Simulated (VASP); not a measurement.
A run of VASP 6.6.1 is set up as follows.

INCAR

```
SYSTEM = V
  PREC = Accurate
  ENCUT = 520
  EDIFF = 1E-6
  ISMEAR = -1
  SIGMA = 0.15
  LREAL = Auto
  LASPH = .True.
  NELM = 60
  ALGO = Fast
  ISIF = 2
  LWAVE = .False.
  LCHARG = .True.
  GGA = PE
  LELF = .True.
  LVHAR = .True.
  NBANDS = 124
```

Contents of KPOINTS:

```
Automatic mesh
0
Gamma
  2 2 2
  0 0 0
```

File POSCAR:

```
V
1.0
    6.0400000000      0.0000000000      0.0000000000
    0.0000000000      6.0400000000      0.0000000000
    0.0000000000      0.0000000000      6.0400000000
V
17
Direct
   -0.0050496689      0.0011258278     -0.0030794702
    0.4749172185     -0.0158609272      0.0253311258
   -0.0086754967      0.5001655629     -0.0076324503
   -0.0089238411      0.0002980132      0.4949834437
    0.2382284768      0.2544039735      0.2421688742
    0.5001324503      0.4969370861     -0.0140728477
    0.4901821192      0.0015231788      0.4844701987
    0.7426158940      0.2484602649      0.2380132450
    0.0748013245      0.5793708609      0.4366059603
    0.2624006623      0.7654801325      0.2121523179
    0.2407284768      0.2495033113      0.7435264901
    0.4843046358      0.4984105960      0.4944536424
    0.7457615894      0.7436920530      0.2445198675
    0.6714569536      0.1647019868      0.8071026490
    0.2520198675      0.7593708609      0.7508278146
    0.7448344371      0.7507284768      0.7418874172
    0.8546854305      0.3790894040      0.6103973510
```

Potentials or basis: VASP PAW PBE potentials, release 64 (V_sv).

Run with:

```console
$ cat potpaw_PBE.64/V_sv/POTCAR > POTCAR
$ mpirun -np 1 vasp_std > vasp.out
```

Predict the band gap on the k mesh.

none (metal or under the smearing width).

What does it give for the pressure?

13.0 GPa.

Stress tensor (GPa, compression positive):
```
12.98  2.39 -2.29
 2.39 12.99 -2.34
-2.29 -2.34 13.11
```

Caveat: the k mesh is coarse (spacing up to 0.52 Å⁻¹), so the values aren't converged.
